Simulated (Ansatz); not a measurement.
A plane-wave DFT run in Ansatz 0.2.0 (scalar-relativistic PAW potentials unless the input names others): input and command.

```yaml
crystal:
  lattice:
    - [2.7795188708, 0.0, 0.0]
    - [-1.3897594354, 2.4071339524, 0.0]
    - [0.0, 0.0, 9.1790904222]
  atoms:
    - { symbol: Pd, position: [0.0, 0.0, 0.0] }
    - { symbol: Pd, position: [0.3333333333, 0.6666666667, 0.25] }
    - { symbol: Pd, position: [0.0, 0.0, 0.5] }
    - { symbol: Pd, position: [0.6666666667, 0.3333333333, 0.75] }
basis:
  ecutwfc: "200 eV"
kpoints:
  mp_grid: { grid: [18, 18, 5] }
hamiltonian:
  xc: lda
scf:
  occupations: { method: gaussian, width: 0.1 }
  initial_density: { chi_scale: 0.0 }
output:
  forces: true
  eigenvalues: true
  stress: true
```

```bash
ansatz run input.yaml --threads 1 --pin off --max-ram 2560MiB --backend cpu --events-out ev --progress --plain --runs-dir out
```

Abridged log:
```
Warning: basis.ecutwfc = 200 eV is below the records' recommended 420 eV, and the density's cutoff is lower with it unless basis.ecutrho_ratio is high enough to keep the records' density cutoff: compare with a run at a higher cutoff
Basis set: ecut = 200 eV, 411 PW (Γ)
Bands: 44, of which v1, the nominal top of the filled ones, is band 36 counted from 1 (35 counted from 0)
Symmetry: 24 space group operations
k-points: 111 of 1620
SCF iter   1: F=—  HF=-27345.300287 eV  |F-HF|=—  |Δ(HF+E_count)|=         —  Δρ=3.00e-1  dr2=4.75e1  ethr=3.10e-3  ⟨swp⟩=5.4  Hψ=15494  notcnv=0  defer=8
SCF iter   2: F=—  HF=-27331.708845 eV  |F-HF|=—  |Δ(HF+E_count)|=    1.36e1  Δρ=1.29e-1  dr2=9.02e0  ethr=3.10e-3  ⟨swp⟩=2.0  Hψ=10418  notcnv=0  defer=240
SCF iter   3: F=—  HF=-27328.818168 eV  |F-HF|=—  |Δ(HF+E_count)|=    2.89e0  Δρ=9.93e-3  dr2=2.73e-2  ethr=3.10e-3  ⟨swp⟩=2.0  Hψ=10379  notcnv=0  defer=253
SCF iter   4: F=—  HF=-27328.843788 eV  |F-HF|=—  |Δ(HF+E_count)|=   2.56e-2  Δρ=2.55e-3  dr2=3.81e-3  ethr=3.79e-5  ⟨swp⟩=2.0  Hψ=6595  notcnv=0  defer=253
SCF iter   5: F=—  HF=-27328.843130 eV  |F-HF|=—  |Δ(HF+E_count)|=   6.58e-4  Δρ=5.49e-4  dr2=1.58e-4  ethr=5.29e-6  ⟨swp⟩=2.1  Hψ=6538  notcnv=0  defer=253
SCF iter   6: F=—  HF=-27328.843121 eV  |F-HF|=—  |Δ(HF+E_count)|=   8.83e-6  Δρ=1.21e-4  dr2=7.66e-6  ethr=2.20e-7  ⟨swp⟩=1.0  Hψ=4619  notcnv=0  defer=253
SCF iter   7: F=—  HF=-27328.843123 eV  |F-HF|=—  |Δ(HF+E_count)|=   1.63e-6  Δρ=2.53e-5  dr2=2.89e-7  ethr=1.06e-8  ⟨swp⟩=1.6  Hψ=5069  notcnv=0  defer=253
SCF iter   8: F=-27328.843123 eV  HF=-27328.843123 eV  |F-HF|=5.35e-9  |Δ(HF+E_count)|=   7.19e-9  Δρ=4.94e-6  dr2=1.15e-8  ethr=1.39e-10  ⟨swp⟩=8.3  Hψ=15470  notcnv=0
SCF 1 converged in 8 iterations: F = -27328.843123 eV  dr2 = 1.15e-8
SCF converged after 8 iterations
Free energy (F): -27328.843123 eV
Harris-Foulkes:  -27328.843123 eV  (|F-HF|=5.35e-9)
Internal energy: -27328.787897 eV  (E = F + TS)
E sigma→0 (E₀):  -27328.815510 eV
Entropy (-TS):   -0.055226 eV (-13.806 meV/atom)
Fermi energy:    18.136940 eV
--- Forces (eV/Å), atoms counted from 1 ---
  atom   1  Pd     0.00000000     0.00000000     0.00000000
  atom   2  Pd     0.00000000     0.00000000     0.00000000
  atom   3  Pd     0.00000000     0.00000000     0.00000000
  atom   4  Pd     0.00000000     0.00000000     0.00000000
--- Stress (GPa, compression-positive) ---
      -14.836240       0.000000       0.000000
        0.000000     -14.836240       0.000000
        0.000000       0.000000     -11.466793
  P = ⅓ Tr σ = -13.7131 GPa (-137.131 kbar)
```

Apart from outputs, empty bands and the relaxation, which only the reference makes, the input differs from a reference run on usual settings in basis.ecutwfc: 420 → "200 eV"; scf.initial_density.chi_scale: not typed → 0.0; hamiltonian.xc: "pbe" → "lda". The reference, at the same geometry, ended its own course with pressure 0.00 GPa, largest force 0.000 eV/Å, no gap on the mesh. This run converged in 8 SCF iterations with a total energy on another zero, pressure -13.71 GPa, largest force 0.000 eV/Å, no gap on the mesh. Its cutoff is looser than usual. The Hamiltonian differs as well, so the change in the result can't be put down to that alone.

It took 3.5 s on 1 thread of Intel(R) Xeon(R) Platinum 8488C (Sapphire Rapids), with other jobs on the host, peak memory 0.37 GiB.